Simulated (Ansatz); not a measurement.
# Sn: under pressure

The task here is to estimate one member of a computed series from the others.

Computed with Ansatz 0.2.0 (DFT r2SCAN, scalar-relativistic, plane waves, PAW, unless a step's input says otherwise).

1 further run of the same task is left out (set aside as unsound or not needed).

## The system as given

The structure is cubic, space group Fd-3m (No. 227). Conventional cell: a = 6.565 Å, b = 6.565 Å, c = 6.565 Å, α = 90.00°, β = 90.00°, γ = 90.00°. Sn (site symmetry -43m) is surrounded by 4 Sn at 2.84 Å.

Coordinates:

```cif
data_structure
_symmetry_space_group_name_H-M 'Fd-3m:1'
_symmetry_Int_Tables_number 227
_cell_length_a 6.5645
_cell_length_b 6.5645
_cell_length_c 6.5645
_cell_angle_alpha 90.000
_cell_angle_beta 90.000
_cell_angle_gamma 90.000
_cell_volume 282.89
loop_
_atom_site_label
_atom_site_type_symbol
_atom_site_symmetry_multiplicity
_atom_site_Wyckoff_symbol
_atom_site_fract_x
_atom_site_fract_y
_atom_site_fract_z
_atom_site_occupancy
Sn1 Sn 8 b 0.00000 0.00000 0.50000 1
```

It goes back to an entry of the Materials Project.

This cell was relaxed beforehand with the same method: volume 35.36 Å³/atom, gap on the mesh none (metal).

The first run:

Input file input.yaml:

```yaml
crystal:
  lattice:
    - [0.0, 3.3037529944, 3.3037529944]
    - [3.3037529944, 0.0, 3.3037529944]
    - [3.3037529944, 3.3037529944, 0.0]
  atoms:
    - { symbol: Sn, position: [0.0, 0.0, 0.0] }
    - { symbol: Sn, position: [0.25, 0.25, 0.25] }
basis:
  ecutwfc: 500
kpoints:
  mp_grid: { grid: [12, 12, 12] }
hamiltonian:
  xc: r2scan
scf:
  occupations: { method: gaussian, width: 0.1 }
output:
  forces: true
  stress: true
  eigenvalues: true
relax:
  adjacent_minimum: "off"
  f_tol: 0.008
  max_steps: 50
  cell: { stress_tol: 0.08, p_target: -2.0 }
```

Command:

```sh
> ansatz run input.yaml --threads 1 --pin off --max-ram 2560MiB --backend cpu --events-out ev --progress --plain --runs-dir out
```

Steps of the session up to this table: Target pressure -2 GPa; Relaxing at 2 GPa; Relaxing at 5 GPa; Band edges over the zone at 5 GPa; Target pressure 10 GPa; Seeking the band edges at 10 GPa; Relaxing at 20 GPa; The gap over the whole zone at 20 GPa; Relaxing at 40 GPa; The gap over the whole zone at 40 GPa.

One table of the session follows, with a row left open; its other results are not shown here.

It belongs to the step «Volume, cell and gap against pressure». Lengths are those of the vectors of the cell that was run:

```
P (GPa)  V (Å³/atom)  a (Å)  b (Å)  c (Å)  ΔH (eV/atom)
     -2        37.35  4.727  4.727  4.727        -0.453
      0        35.36  4.642  4.642  4.642         0.000
      2        33.96  4.580  4.580  4.580         0.432
      5        32.25  4.501  4.501  4.501         1.051
     10            ?      ?      ?      ?             ?
     20        27.48  4.268  4.268  4.268         3.816
     40        24.22  4.092  4.092  4.092         7.023
```

**Question.** Estimate the row for P (GPa) = 10.

Worked estimate for «V (Å³/atom)». A straight line through the neighbours (5, 32.25) and (20, 27.48) gives 32.25 + (27.48 − 32.25) × (10 − 5) / (20 − 5) = 30.66; a parabola fitted to 4 rows on both sides gives 30.54.

**Answer.** V (Å³/atom): 30.20; a (Å): 4.404; b (Å): 4.404; c (Å): 4.404; ΔH (eV/atom): 2.023. In «V (Å³/atom)» the line misses by +0.46 and the parabola by +0.34.

ΔH is E + PV over the energy at zero pressure; a, b and c are the vectors of the computed cell.

Caveats from the session: Other structures may take over in this range; these runs cannot find them.
